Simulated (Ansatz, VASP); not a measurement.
# HfSiO4 (Hafnon) in two plane-wave programs, part 2 of 2

Wanted: the spread between two codes on one cell, functional and k mesh. The structure shown comes from an earlier Ansatz run, which isn't shown and may have moved the atoms alone.

VASP 6.6.1 and Ansatz 0.2.0.

So far: Set-up; Ansatz: elastic constants, LDA.

## 3. VASP: elastic constants, LDA

Level of this step: LDA; plane waves and PAW (Hf_pv, Si, O) (VASP).

The same cell, functional (in two slightly different forms), mesh and smearing now go to VASP, with its own data sets.

Lines of VASP's logs that name or quote its potential files are left out, and so is its time.

INCAR

```
SYSTEM = HfSiO4
PREC = Accurate
ENCUT = 600
EDIFF = 1E-08
NELM = 120
ISMEAR = 0
SIGMA = 0.02
LREAL = .FALSE.
ALGO = Normal
GGA = CA
NBANDS = 50
LASPH = .TRUE.
LORBIT = 11
LWAVE = .FALSE.
LCHARG = .FALSE.
ISIF = 3
IBRION = 6
NFREE = 2
POTIM = 0.015
NSW = 1
GGA_COMPAT = .FALSE.
EFERMI = MIDGAP
KPAR = 2
```

POSCAR

```
HfSiO4
1.0
   -3.2581396960      3.2581396960      2.9571487181
    3.2581396960     -3.2581396960      2.9571487181
    3.2581396960      3.2581396960     -2.9571487181
Hf Si O
2 2 8
Direct
    0.7500000000      0.2500000000      0.5000000000
    0.0000000000      0.0000000000      0.0000000000
    0.2500000000      0.7500000000      0.5000000000
    0.5000000000      0.5000000000      0.0000000000
    0.1325539418      0.3180620231      0.8144919187
    0.0680620231      0.7535701044      0.6855080813
    0.5035701044      0.3180620231      0.1855080813
    0.0680620231      0.3825539418      0.3144919187
    0.6174460582      0.9319379769      0.6855080813
    0.6819379769      0.8674460582      0.1855080813
    0.2464298956      0.9319379769      0.3144919187
    0.6819379769      0.4964298956      0.8144919187
```

KPOINTS

```
Automatic mesh
0
Gamma
4 4 4
0 0 0
```

PAW data sets: Hf_pv, Si and O (LDA family, release 64).

Started as:

```console
> mpirun -np 2 vasp_std
```

Numbers of over 12 decimals in the logs are rounded to 6 here.

What it wrote:

```text
[banner, memory and clock lines left out]
running    2 mpi-ranks, on    1 nodes
 distrk:  each k-point on    1 cores,    2 groups
 distr:  one band on    1 cores,    1 groups

 POSCAR found type information on POSCAR HfSiO
 POSCAR found :  3 types and      12 ions
 LDA part: xc-table for (Slater(with rela. corr.)+CA(PZ))
 , standard interpolation
 POSCAR, INCAR and KPOINTS ok, starting setup
 FFT: planning ... GRIDC
 FFT: planning ... GRID_SOFT
 FFT: planning ... GRID
 WAVECAR not read
 entering main loop
       N       E                     dE             d eps       ncg     rms          rms(c)
DAV:   1     0.478661591718E+03    0.47866E+03   -0.45735E+04  1300   0.166E+03
DAV:   2    -0.105054014768E+03   -0.58372E+03   -0.56616E+03  1574   0.390E+02
DAV:   3    -0.135570814670E+03   -0.30517E+02   -0.30364E+02  1584   0.847E+01
DAV:   4    -0.135951827264E+03   -0.38101E+00   -0.38046E+00  1696   0.103E+01
DAV:   5    -0.135956490611E+03   -0.46633E-02   -0.46614E-02  1640   0.106E+00    0.802E+01
DAV:   6    -0.119494791976E+03    0.16462E+02   -0.66826E+01  1456   0.371E+01    0.650E+01
DAV:   7    -0.119215536600E+03    0.27926E+00   -0.32269E+00  1638   0.847E+00    0.419E+01
DAV:   8    -0.119131879861E+03    0.83657E-01   -0.43774E-01  1550   0.388E+00    0.946E+00
DAV:   9    -0.119094919661E+03    0.36960E-01   -0.14345E-01  1468   0.195E+00    0.265E+00
DAV:  10    -0.119094305023E+03    0.61464E-03   -0.81503E-03  1638   0.478E-01    0.399E-01
DAV:  11    -0.119094194956E+03    0.11007E-03   -0.10287E-03  1540   0.160E-01    0.479E-01
DAV:  12    -0.119094185333E+03    0.96226E-05   -0.11343E-04  1544   0.503E-02    0.196E-01
DAV:  13    -0.119094188455E+03   -0.31214E-05   -0.11296E-05  1636   0.168E-02    0.468E-02
DAV:  14    -0.119094188100E+03    0.35438E-06   -0.81388E-07  1576   0.484E-03    0.431E-03
DAV:  15    -0.119094188113E+03   -0.13185E-07   -0.17198E-07  1640   0.194E-03    0.889E-04
DAV:  16    -0.119094188113E+03    0.82673E-09   -0.16561E-08  1022   0.690E-04
   1 F= -.11909419E+03 E0= -.11909419E+03  d E =0.000000E+00
[... from here on, the cycles between the ionic steps are left out ...]
   2 F= -.11903705E+03 E0= -.11903705E+03  d E =0.000000E+00
   3 F= -.11905433E+03 E0= -.11905433E+03  d E =0.000000E+00
  20 F= -.11908776E+03 E0= -.11908776E+03  d E =0.000000E+00
  21 F= -.11908776E+03 E0= -.11908776E+03  d E =0.000000E+00
  22 F= -.11909359E+03 E0= -.11909359E+03  d E =0.000000E+00
  23 F= -.11909359E+03 E0= -.11909359E+03  d E =0.000000E+00
  24 F= -.11908971E+03 E0= -.11908971E+03  d E =0.000000E+00
  25 F= -.11909129E+03 E0= -.11909129E+03  d E =0.000000E+00
  26 F= -.11909049E+03 E0= -.11909049E+03  d E =0.000000E+00
 Finite differences progress:
  Degree of freedom:  13/ 13
  Displacement:        1/  2
  Total:              25/ 26
 bond charge predicted
       N       E                     dE             d eps       ncg     rms          rms(c)
DAV:   1    -0.119091607604E+03   -0.11155E-02   -0.38298E+00  2400   0.911E+00    0.906E-01
DAV:   2    -0.119094299691E+03   -0.26921E-02   -0.56986E-02  2878   0.110E+00    0.557E-01
DAV:   3    -0.119093216055E+03    0.10836E-02   -0.23461E-03  3048   0.281E-01    0.235E-01
DAV:   4    -0.119093132179E+03    0.83877E-04   -0.84705E-04  2880   0.140E-01    0.725E-02
DAV:   5    -0.119093133649E+03   -0.14707E-05   -0.67007E-05  2880   0.468E-02    0.254E-02
DAV:   6    -0.119093132310E+03    0.13390E-05   -0.51261E-06  2976   0.136E-02    0.109E-02
DAV:   7    -0.119093131860E+03    0.45024E-06   -0.22864E-06  2800   0.940E-03    0.318E-03
DAV:   8    -0.119093131868E+03   -0.74824E-08   -0.42024E-07  2808   0.391E-03    0.157E-03
DAV:   9    -0.119093131869E+03   -0.17826E-08   -0.64402E-08  2800   0.130E-03
  27 F= -.11909313E+03 E0= -.11909313E+03  d E =0.000000E+00
 Finite differences progress:
  Degree of freedom:  13/ 13
  Displacement:        2/  2
  Total:              26/ 26
```

Parts of OUTCAR (step 3):

```text
ion  position               nearest neighbor table
   1  0.750  0.250  0.500-   5 2.09  10 2.09   7 2.09  12 2.09   8 2.24   9 2.24   6 2.24  11 2.24
                             3 2.96   3 2.96   2 3.58   2 3.58   2 3.58   2 3.58
   2  0.000  0.000  0.000-   8 2.09   9 2.09   6 2.09  11 2.09  10 2.24   5 2.24   7 2.24  12 2.24
                             4 2.96   4 2.96   1 3.58   1 3.58   1 3.58   1 3.58
   3  0.250  0.750  0.500-   6 1.62   8 1.62   9 1.62  11 1.62   1 2.96   1 2.96
   4  0.500  0.500  0.000-   5 1.62   7 1.62  10 1.62  12 1.62   2 2.96   2 2.96
   5  0.133  0.318  0.814-   4 1.62   1 2.09   2 2.24
   6  0.068  0.754  0.686-   3 1.62   2 2.09   1 2.24
   7  0.504  0.318  0.186-   4 1.62   1 2.09   2 2.24
   8  0.068  0.383  0.314-   3 1.62   2 2.09   1 2.24
   9  0.617  0.932  0.686-   3 1.62   2 2.09   1 2.24
  10  0.682  0.867  0.186-   4 1.62   1 2.09   2 2.24
  11  0.246  0.932  0.314-   3 1.62   2 2.09   1 2.24
  12  0.682  0.496  0.814-   4 1.62   1 2.09   2 2.24

  LATTYP: Found a body centered tetragonal cell.
 ALAT       =     6.5162793920
 C/A-ratio  =     0.9076187622

 Subroutine GETGRP returns: Found 16 space group operations
 (whereof  8 operations were pure point group operations)

The static configuration has the point symmetry D_2d.
 The point group associated with its full space group is D_4h.

 Found     13 irreducible k-points:

   k-points           NKPTS =     13   k-points in BZ     NKDIM =     13   number of bands    NBANDS=     50

   dimension x,y,z NGX =    48 NGY =   48 NGZ =   48
   dimension x,y,z NGXF=    96 NGYF=   96 NGZF=   96

   ENCUT  =  600.0 eV  44.10 Ry    6.64 a.u.  10.93 10.93 10.93*2*pi/ulx,y,z

   NELECT =      76.0000    total number of electrons

 k-points in reciprocal lattice and weights: Automatic mesh
   0.00000000  0.00000000  0.00000000       0.016
   0.25000000 -0.00000000  0.00000000       0.125
   0.50000000 -0.00000000  0.00000000       0.062
   0.25000000  0.25000000  0.00000000       0.125
   0.50000000  0.25000000  0.00000000       0.250
  -0.25000000  0.25000000  0.00000000       0.062
   0.50000000  0.50000000  0.00000000       0.031
   0.25000000  0.25000000  0.25000000       0.031
  -0.25000000  0.25000000  0.25000000       0.062
   0.50000000  0.50000000  0.25000000       0.062
  -0.25000000  0.50000000  0.25000000       0.125
  -0.25000000 -0.25000000  0.25000000       0.031
   0.50000000  0.50000000  0.50000000       0.016

 average (electrostatic) potential at core
       1 -37.5310       2 -37.5213       3 -85.7534       4 -85.7857       5 -71.1966
       6 -71.1916       7 -71.1924       8 -71.1916       9 -71.1815      10 -71.2013
      11 -71.1906      12 -71.2013

 E-fermi :   5.9954

 k-point     1 :       0.0000    0.0000    0.0000
  band No.  band energies     occupation
    ...
     34       2.6682      2.00000
     35       2.7171      2.00000
     36       2.7354      2.00000
     37       2.7356      2.00000
     38       3.2962      2.00000
     39       9.1319      0.00000
     40       9.4749      0.00000
     41       9.4994      0.00000
     42       9.6181      0.00000
     43       9.6264      0.00000
    ...

 k-point     2 :       0.2500   -0.0000    0.0000
  band No.  band energies     occupation
    ...
     34       2.3338      2.00000
     35       2.5592      2.00000
     36       2.6732      2.00000
     37       2.9398      2.00000
     38       3.1829      2.00000
     39       9.0155      0.00000
     40       9.3038      0.00000
     41       9.6050      0.00000
     42       9.9201      0.00000
     43      10.3698      0.00000
    ...

 k-point     3 :       0.5000   -0.0000    0.0000
  band No.  band energies     occupation
    ...
     34       2.1335      2.00000
     35       2.3173      2.00000
     36       2.4295      2.00000
     37       3.0176      2.00000
     38       3.1179      2.00000
     39       9.0051      0.00000
     40       9.1704      0.00000
     41      10.0028      0.00000
     42      10.1999      0.00000
     43      10.3163      0.00000
    ...

[...]
0.000000  0.000000  2.957149     0.000000   -0.000000   -0.410011
      3.258140  2.049317 -1.076035    -0.000000    0.236036    0.164697
      4.466962 -0.000000  0.402539     0.236036    0.000000   -0.164697
     -0.000000  1.208822  1.881113    -0.000000   -0.236036    0.164697
      2.049317  0.000000  0.402539    -0.236036    0.000000   -0.164697
      3.258140  1.208822  2.554610     0.000000   -0.236036   -0.164697
      1.208822 -0.000000  4.033184     0.236036   -0.000000    0.164697
      3.258140 -1.208822  2.554610     0.000000    0.236036   -0.164697
      2.049317  3.258140  1.076035    -0.236036    0.000000    0.164697

   2 f  =   30.072319 THz   188.949952 2PiTHz 1003.104582 cm-1   124.369062 meV
             X         Y         Z           dx          dy          dz
      0.000000  3.258140  1.478574    -0.000000   -0.000000   -0.006806
      0.000000  0.000000  0.000000    -0.000000   -0.000000   -0.006806
      3.258140  0.000000  1.478574    -0.000000   -0.000000    0.448216
      0.000000  0.000000  2.957149    -0.000000   -0.000000    0.448216
      3.258140  2.049317 -1.076035    -0.000000   -0.233199   -0.142766
      4.466962 -0.000000  0.402539     0.233199   -0.000000   -0.142766
     -0.000000  1.208822  1.881113    -0.000000    0.233199   -0.142766
      2.049317  0.000000  0.402539    -0.233199    0.000000   -0.142766
      3.258140  1.208822  2.554610    -0.000000   -0.233199   -0.142766
      1.208822 -0.000000  4.033184    -0.233199   -0.000000   -0.142766
      3.258140 -1.208822  2.554610    -0.000000    0.233199   -0.142766
      2.049317  3.258140  1.076035     0.233199   -0.000000   -0.142766

   3 f  =   29.521418 THz   185.488541 2PiTHz  984.728514 cm-1   122.090720 meV
             X         Y         Z           dx          dy          dz
      0.000000  3.258140  1.478574    -0.000000    0.000000    0.000000
      0.000000  0.000000  0.000000    -0.000000    0.000000    0.000000
      3.258140  0.000000  1.478574    -0.000000    0.000000   -0.000000
      0.000000  0.000000  2.957149     0.000000    0.000000   -0.000000
      3.258140  2.049317 -1.076035     0.000000   -0.284034   -0.210535
      4.466962 -0.000000  0.402539     0.284034   -0.000000   -0.210535
     -0.000000  1.208822  1.881113     0.000000    0.284034   -0.210535
      2.049317  0.000000  0.402539    -0.284034    0.000000   -0.210535
      3.258140  1.208822  2.554610    -0.000000    0.284034    0.210535
      1.208822 -0.000000  4.033184     0.284034    0.000000    0.210535
      3.258140 -1.208822  2.554610    -0.000000   -0.284034    0.210535
      2.049317  3.258140  1.076035    -0.284034    0.000000    0.210535

   4 f  =   28.578655 THz   179.564985 2PiTHz  953.281316 cm-1   118.191767 meV
             X         Y         Z           dx          dy          dz
      0.000000  3.258140  1.478574    -0.000000   -0.000000   -0.000000
      0.000000  0.000000  0.000000     0.000000    0.000000    0.000000
      3.258140  0.000000  1.478574    -0.000000   -0.000000   -0.000000
      0.000000  0.000000  2.957149     0.000000    0.000000   -0.000000
      3.258140  2.049317 -1.076035    -0.000000   -0.320579   -0.149093
      4.466962 -0.000000  0.402539    -0.320579   -0.000000    0.149093
     -0.000000  1.208822  1.881113    -0.000000    0.320579   -0.149093
      2.049317  0.000000  0.402539     0.320579   -0.000000    0.149093
      3.258140  1.208822  2.554610     0.000000   -0.320579   -0.149093
      1.208822 -0.000000  4.033184     0.320579    0.000000    0.149093
      3.258140 -1.208822  2.554610     0.000000    0.320579   -0.149093
      2.049317  3.258140  1.076035    -0.320579    0.000000    0.149093

   5 f  =   28.319523 THz   177.936813 2PiTHz  944.637617 cm-1   117.120085 meV
             X         Y         Z           dx          dy          dz
      0.000000  3.258140  1.478574     0.000000    0.013921   -0.000000
      0.000000  0.000000  0.000000    -0.000000   -0.013921    0.000000
      3.258140  0.000000  1.478574     0.000000    0.398659   -0.000000
      0.000000  0.000000  2.957149    -0.000000   -0.398659   -0.000000
      3.258140  2.049317 -1.076035    -0.000000    0.315418    0.266364
      4.466962 -0.000000  0.402539    -0.000000    0.000426    0.000000
     -0.000000  1.208822  1.881113    -0.000000    0.315418   -0.266364
      2.049317  0.000000  0.402539     0.000000    0.000426    0.000000
      3.258140  1.208822  2.554610    -0.000000   -0.315418   -0.266364
      1.208822 -0.000000  4.033184     0.000000   -0.000426    0.000000
      3.258140 -1.208822  2.554610    -0.000000   -0.315418    0.266364
      2.049317  3.258140  1.076035    -0.000000   -0.000426    0.000000

   6 f  =   28.319523 THz   177.936813 2PiTHz  944.637617 cm-1   117.120085 meV
             X         Y         Z           dx          dy          dz
      0.000000  3.258140  1.478574    -0.013921    0.000000   -0.000000
      0.000000  0.000000  0.000000     0.013921   -0.000000   -0.000000
      3.258140  0.000000  1.478574    -0.398659    0.000000   -0.000000
      0.000000  0.000000  2.957149     0.398659   -0.000000   -0.000000
      3.258140  2.049317 -1.076035     0.000426    0.000000    0.000000
      4.466962 -0.000000  0.402539     0.315418    0.000000   -0.266364
     -0.000000  1.208822  1.881113     0.000426   -0.000000    0.000000
      2.049317  0.000000  0.402539     0.315418    0.000000    0.266364
      3.258140  1.208822  2.554610    -0.000426    0.000000    0.000000
      1.208822 -0.000000  4.033184    -0.315418   -0.000000   -0.266364
      3.258140 -1.208822  2.554610    -0.000426   -0.000000    0.000000
      2.049317  3.258140  1.076035    -0.315418    0.000000    0.266364

   7 f  =   26.645215 THz   167.416826 2PiTHz  888.788719 cm-1   110.195707 meV
             X         Y         Z           dx          dy          dz
      0.000000  3.258140  1.478574    -0.016567    0.001455   -0.000000
      0.000000  0.000000  0.000000    -0.016567    0.001455    0.000000
      3.258140  0.000000  1.478574    -0.421366    0.037007   -0.000000
      0.000000  0.000000  2.957149    -0.421366    0.037007   -0.000000
      3.258140  2.049317 -1.076035    -0.016242   -0.028370   -0.020517
      4.466962 -0.000000  0.402539     0.323015    0.001427   -0.233606
     -0.000000  1.208822  1.881113    -0.016242   -0.028370    0.020517
      2.049317  0.000000  0.402539     0.323015    0.001427    0.233606
      3.258140  1.208822  2.554610    -0.016242   -0.028370   -0.020517
      1.208822 -0.000000  4.033184     0.323015    0.001427    0.233606
      3.258140 -1.208822  2.554610    -0.016242   -0.028370    0.020517
      2.049317  3.258140  1.076035     0.323015    0.001427   -0.233606

   8 f  =   26.645215 THz   167.416826 2PiTHz  888.788719 cm-1   110.195707 meV
             X         Y         Z           dx          dy          dz
      0.000000  3.258140  1.478574     0.001455    0.016567   -0.000000
      0.000000  0.000000  0.000000     0.001455    0.016567    0.000000
      3.258140  0.000000  1.478574     0.037007    0.421366    0.000000
      0.000000  0.000000  2.957149     0.037007    0.421366    0.000000
      3.258140  2.049317 -1.076035     0.001427   -0.323015   -0.233606
      4.466962 -0.000000  0.402539    -0.028370    0.016242    0.020517
     -0.000000  1.208822  1.881113     0.001427   -0.323015    0.233606
      2.049317  0.000000  0.402539    -0.028370    0.016242   -0.020517
      3.258140  1.208822  2.554610     0.001427   -0.323015   -0.233606
    [... 421 further lines ...]
      3.258140 -1.208822  2.554610    -0.000000    0.000026   -0.171915
      2.049317  3.258140  1.076035     0.000026   -0.000000   -0.171915

 ELASTIC MODULI CONTR FROM IONIC RELAXATION (kBar)
 Direction    XX          YY          ZZ          XY          YZ          ZX
 --------------------------------------------------------------------------------
 XX        -834.2226    519.2225   -121.0188      0.0000      0.0000      0.0000
 YY         519.2225   -834.2226   -121.0188     -0.0000     -0.0000     -0.0000
 ZZ        -121.0188   -121.0188   -158.8139     -0.0000      0.0000      0.0000
 XY           0.0000     -0.0000     -0.0000     -8.2487     -0.0000     -0.0000
 YZ           0.0000      0.0000      0.0000     -0.0000   -566.2530     -0.0000
 ZX           0.0000     -0.0000      0.0000     -0.0000     -0.0000   -566.2533
 --------------------------------------------------------------------------------

 TOTAL ELASTIC MODULI (kBar)
 Direction    XX          YY          ZZ          XY          YZ          ZX
 --------------------------------------------------------------------------------
 XX        4677.6859    787.2035   1588.9652      0.0000      0.0000      0.0000
 YY         787.2035   4677.6859   1588.9652     -0.0000     -0.0000     -0.0000
 ZZ        1588.9652   1588.9652   5116.0414     -0.0000      0.0000      0.0000
 XY           0.0000     -0.0000     -0.0000    521.2439     -0.0000     -0.0000
 YZ           0.0000      0.0000      0.0000     -0.0000   1159.4088     -0.0000
 ZX           0.0000     -0.0000      0.0000     -0.0000     -0.0000   1159.4084
 --------------------------------------------------------------------------------

 total charge
# of ion       s       p       d       tot
------------------------------------------
    1        0.306   6.659   1.467   8.433
    2        0.306   6.659   1.467   8.433
    3        0.678   1.046   0.000   1.724
    4        0.678   1.046   0.000   1.724
    5        1.544   3.614   0.000   5.158
    6        1.544   3.614   0.000   5.158
    7        1.544   3.614   0.000   5.158
    8        1.544   3.614   0.000   5.158
    9        1.544   3.614   0.000   5.158
   10        1.544   3.614   0.000   5.158
   11        1.544   3.614   0.000   5.158
   12        1.544   3.614   0.000   5.158
--------------------------------------------------
tot         14.318  44.321   2.935  61.574

[... 2 further parts left out ...]
```

CONTCAR:

```
HfSiO4
   1.00000000000000
    -3.2581396960000002    3.2581396960000002    2.9571487181000000
     3.2581396960000002   -3.2581396960000002    2.9571487181000000
     3.2581396960000002    3.2581396960000002   -2.9571487181000000
  Hf              Si              O
     2     2     8
Direct
     0.7500000000000000    0.2500000000000000    0.5000000000000000
     0.0000000000000000    0.0000000000000000    0.0000000000000000
     0.2500000000000000    0.7500000000000000    0.5000000000000000
     0.5000000000000000    0.5000000000000000    0.0000000000000000
     0.1300177149426556    0.3155257962426556    0.8144919186999999
     0.0680620230999978    0.7535701043999978    0.6855080813000001
     0.5035701043999978    0.3180620230999978    0.1855080813000001
     0.0680620230999978    0.3825539417999977    0.3144919186999999
     0.6174460582000023    0.9319379769000022    0.6855080813000001
     0.6819379769000022    0.8674460582000023    0.1855080813000001
     0.2464298956000022    0.9319379769000022    0.3144919186999999
     0.6819379769000022    0.4964298956000022    0.8144919186999999
```

The last energy, forces, stress and levels in OUTCAR belong to the last displaced cell, not to the cell of POSCAR. Harder data sets than Hf_pv exist (the GW ones), and pressures, volumes and forces can shift noticeably with them.

Levels, forces or a CONTCAR printed for this step are those of its last displaced cell, not of the structure at rest.

## 4. Differences

Known differences besides the potentials themselves: the two LDA forms differ slightly; the data sets hold 108 valence electrons in Ansatz (on its default PAW (the set named soft_2) files) and 76 in VASP; the cutoff is 290 eV in Ansatz and 600 eV in VASP; VASP's log shows a relativistic correction to its local exchange, Ansatz's none; VASP takes each elastic constant from one size of strain, Ansatz from those that its log lists; Ansatz's log warns that its cutoff lies below the recommended one. Total energies have different zeros and are not compared.

The two programs side by side:

```csv
quantity,Ansatz,VASP,difference
C11 (GPa),462.8,467.8,-1.07 %
C22 (GPa),462.8,467.8,-1.07 %
C33 (GPa),531.5,511.6,+3.88 %
C12 (GPa),83.1,78.7,+5.59 %
C13 (GPa),175.2,158.9,+10.26 %
C23 (GPa),175.2,158.9,+10.26 %
C44 (GPa),128.9,115.9,+11.17 %
C55 (GPa),128.9,115.9,+11.17 %
C66 (GPa),54.7,52.1,+4.86 %
```

## 5. Results

```json
{
 "difference in C44 (elastic constants, LDA)": "11 %"
}
```

What this shows: The difference in C44 is 11 % (elastic constants, LDA), beyond the 5 % picked in this series as the mark of a large difference. The data sets hold unlike numbers of valence electrons (108 in Ansatz and 76 in VASP), so part of the differences comes from the potentials. How closely two codes agree says nothing of how well the functional describes the real material.

[Lines on the potential files, build, host, timing and source positions are cut from VASP's logs without a mark.]

[Logs are printed without paths, hosts, clocks, repeated set-up lines and the standing remarks that a program may print on its own settings, such as how far it seeks lower states.]

[Hosts, paths, dates, database ids (printed as entryN), source tags and the programs' standing remarks are cut or masked in the printed files.]
